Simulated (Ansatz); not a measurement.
## SiNi: all-electron results

```
Si Ni
1.0
     2.94277    0.00000    0.00000
     0.00000    3.28033    0.00000
     0.00000    0.00000    4.67745
Si Ni
2 2
Cartesian
  0.0000 0.0000 0.7337
  1.4714 1.6402 3.9438
  0.0000 0.0000 3.0754
  1.4714 1.6402 1.6020
```

Atoms are numbered in the order listed.

The cell is the one relaxed in the Materials Project (mp-999192), not relaxed further here; entries there can be hypothetical.

Spin polarisation is left out, and whether a magnetic state lies lower isn't shown here.

Levels of theory: DFT, PBEsol, all-electron LAPW, scalar-relativistic (Ansatz 0.2.0); DFT, PBEsol, PAW with Ansatz's default frozen-core files, scalar-relativistic (Ansatz 0.2.0).

For LAPW: a Γ-centred 14×12×9 k mesh, Fermi–Dirac smearing of 0.05 eV, basis error target 1 meV/atom, no spin polarisation. PAW takes a cutoff of 420 eV at this cell (files made with PBE, cores remade for this functional). The Ansatz runs share mesh, smearing and spin set-up. Values come from LAPW unless marked.

```json
{
 "Largest force": "0.085 eV/Å on Si1",
 "Density of states at the Fermi level (0.2 eV bin)": "1.06 states/eV per cell",
 "Pressure at this cell": "0.12 GPa",
 "Löwdin charges (with 0.51 e of the cell spilling out of the atomic basis, so their sizes and signs hang on that basis)": "Si1 -0.28, Ni3 0.54 e",
 "Bader charges (from the PAW run)": "Si1 +0.45, Ni3 -0.45 e",
 "Volume per atom": "76.2 bohr³"
}
```

Task: Give the computed value. Band gap.

Result: none: bands cross the Fermi level, a metal.

Task: Stress xx, yy, zz (compression positive): what does the calculation give?

Result: 0.86, -0.17, -0.34 GPa.
